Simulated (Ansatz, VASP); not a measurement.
Pb in VASP and in Ansatz

```xyz
2
Lattice="0.0000 2.8026 2.8026 2.8026 0.0000 2.8026 2.8026 2.8026 0.0000" Properties=species:S:1:pos:R:3 pbc="T T T"
Pb   -0.7007   -0.7007   -0.7007
Pb    0.7007    0.7007    0.7007
```

Change from the starting cell: volume scaled by 0.5, LAPW.

Alike in both runs: task single point; functional PBE; k mesh 11 × 11 × 11; occupations fermi-dirac, width 0.1 eV; no spin polarisation.

```csv
,VASP,Ansatz
version,VASP 6.6.1,Ansatz 0.2.0
potentials or method,"VASP PAW PBE potentials, release 64 (Pb_d), cutoff 520 eV","all-electron LAPW, scalar-relativistic"
```

```csv
,VASP,Ansatz,Ansatz less VASP
pressure (GPa),94.4,94.5,+0.08
```

Ansatz ran all-electron here, so the differences hold the error of VASP's frozen core and of both bases.

Caveats: the cell as given lies far from equilibrium; so large a pressure means that the cell lies far from this level's equilibrium, or that cutoff or potentials fall short (VASP). The runs have no spin-orbit coupling, so splittings on Pb are missing.
